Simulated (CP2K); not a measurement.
A run of CP2K 2026.2:

The input zns_scf.inp:

```
&GLOBAL
  PROJECT zns_scf
  RUN_TYPE ENERGY_FORCE
  PRINT_LEVEL LOW
&END GLOBAL
&FORCE_EVAL
  METHOD QS
  STRESS_TENSOR ANALYTICAL
  &DFT
    BASIS_SET_FILE_NAME BASIS_MOLOPT_UZH
    POTENTIAL_FILE_NAME POTENTIAL_UZH
    &MGRID
      CUTOFF 450
      REL_CUTOFF 60
      NGRIDS 5
    &END MGRID
    &QS
      METHOD GPW
      EPS_DEFAULT 1.0E-10
    &END QS
    &KPOINTS
      SCHEME MONKHORST-PACK 8 8 3
      GAMMA_CENTERED T
      SYMMETRY T
      SYMMETRY_BACKEND SPGLIB
    &END KPOINTS
    &SCF
      SCF_GUESS ATOMIC
      EPS_SCF 1.0E-6
      MAX_SCF 100
      ADDED_MOS 22
      CHOLESKY OFF
      EPS_EIGVAL 1.0E-7
      &DIAGONALIZATION ON
        ALGORITHM STANDARD
      &END DIAGONALIZATION
      &MIXING ON
        METHOD BROYDEN_MIXING
        ALPHA 0.4
        BETA 1.5
        NBUFFER 8
      &END MIXING
      &SMEAR ON
        METHOD GAUSSIAN
        SIGMA [eV] 0.015
      &END SMEAR
    &END SCF
    &XC
      &XC_FUNCTIONAL PBE
      &END XC_FUNCTIONAL
    &END XC
    &PRINT
      &KPOINTS ON
      &END KPOINTS
      &MULLIKEN ON
      &END MULLIKEN
      &MO ON
        ENERGIES T
        OCCUPATION_NUMBERS T
        &EACH
          QS_SCF 0
        &END EACH
        ADD_LAST NUMERIC
      &END MO
    &END PRINT
  &END DFT
  &SUBSYS
    &CELL
      A 3.8227000000 0.0000000000 0.0000000000
      B -1.9113500000 3.3105553110 0.0000000000
      C 0.0000000000 0.0000000000 12.5200000000
      PERIODIC XYZ
    &END CELL
    &COORD
      SCALED
      Zn  0.6666666667 0.3333333333 0.7500000000
      Zn  0.3333333333 0.6666666667 0.2500000000
      Zn  0.0000000000 0.0000000000 0.5000000000
      Zn  0.0000000000 0.0000000000 0.0000000000
      S   0.6666666667 0.3333333333 0.9375000000
      S   0.3333333333 0.6666666667 0.4375000000
      S   0.0000000000 0.0000000000 0.6875000000
      S   0.0000000000 0.0000000000 0.1875000000
    &END COORD
    &KIND Zn
      BASIS_SET TZVP-MOLOPT-PBE-GTH-q12
      POTENTIAL GTH-PBE-q12
    &END KIND
    &KIND S
      BASIS_SET TZVP-MOLOPT-PBE-GTH-q6
      POTENTIAL GTH-PBE-q6
    &END KIND
    &PRINT
      &ATOMIC_COORDINATES ON
      &END ATOMIC_COORDINATES
      &CELL ON
      &END CELL
      &SYMMETRY ON
      &END SYMMETRY
    &END PRINT
  &END SUBSYS
  &PRINT
    &FORCES ON
    &END FORCES
    &STRESS_TENSOR ON
    &END STRESS_TENSOR
  &END PRINT
&END FORCE_EVAL
```

Potentials or basis: POTENTIAL_UZH Zn GTH-PBE-q12, S GTH-PBE-q6; TZVP-MOLOPT-PBE-GTH basis.

Launch:

```bash
$ OMP_NUM_THREADS=1 cp2k.psmp -i zns_scf.inp -o zns_scf.out
```

Hardware: 1 thread of Arm Neoverse N1, on a shared host.

Q: How long does it take, and how much memory?

A: It took 5 min on 1 thread of Arm Neoverse N1, on a shared host, peak memory 0.9 GiB. Counts: scf iterations 19, k points 20, basis 204, bands 58, force evaluations 1.
